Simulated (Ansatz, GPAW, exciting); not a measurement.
One calculation of CdS, 4 ways

```
Cd S
1.0
     0.00000    2.91650    2.91650
     2.91650    0.00000    2.91650
     2.91650    2.91650    0.00000
Cd S
1 1
Direct
  0.00000 0.00000 0.00000
  0.75000 0.75000 0.75000
```

Alike in all runs: task single point; functional PBE; k mesh 8 × 8 × 8; occupations gaussian, width 0.011 eV; no spin polarisation; no spin-orbit coupling. Pressure is positive in compression and, in plane waves, holds the error of the finite cutoff, which Ansatz's Pulay term estimates and takes out.

| program and potentials | plane-wave cutoff (eV) | notes | band gap (eV) | pressure (GPa) |
| --- | --- | --- | --- | --- |
| Ansatz, Ansatz PAW | 420 | 13 valence electrons an atom on average; Pulay term of +0.04 GPa included | 1.15 | 2.85 |
| GPAW, GPAW PAW data sets (gpaw-data 1.2.1) | 600 | 9 valence electrons an atom on average | 1.13 | 2.60 |
| Ansatz, all-electron LAPW, scalar-relativistic | - | - | 1.15 | 2.88 |
| exciting, all-electron LAPW+lo, shipped species files, valence relativity iora* | - | - | ? | - |

Question: Estimate from the other rows what the run with exciting, all-electron LAPW+lo, shipped species files, valence relativity iora* gave.

Answer: Band gap 1.14 eV. The other rows, which needn't bracket it: band gap 1.13 to 1.15; pressure 2.60 to 2.88.
